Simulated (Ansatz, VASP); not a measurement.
# WC: VASP beside Ansatz

```
W C
1.0
     2.92177    0.00000    0.00000
    -1.46089    2.53033    0.00000
     0.00000    0.00000    2.84708
W C
1 1
Direct
  0.00000 0.00000 0.00000
  0.66667 0.33333 0.50000
```

Alike in both runs: functional PBE; k mesh 18 × 18 × 14; occupations gaussian, width 0.1 eV; no spin polarisation.

Ansatz relaxed the structure, and its values are those at the end. VASP's run is a single point on that final structure, the one shown.

|  | VASP | Ansatz |
| --- | --- | --- |
| version | VASP 6.6.1 | Ansatz 0.2.0 |
| potentials or method | VASP PAW PBE potentials, release 64 (W_sv, C) | scalar-relativistic, plane waves, PAW |
| plane-wave cutoff (eV) | 520 | 420 |
| valence electrons in the cell | 18 | 18 |

```tsv
	VASP	Ansatz	Ansatz less VASP
gap on the k mesh at the Fermi level (eV)	none	none	-
pressure (GPa)	1.1	0.0	-1.05
```

A gap of «none» marks a metal or a gap that the smearing closes.

The runs have no spin-orbit coupling, so splittings on W are missing.
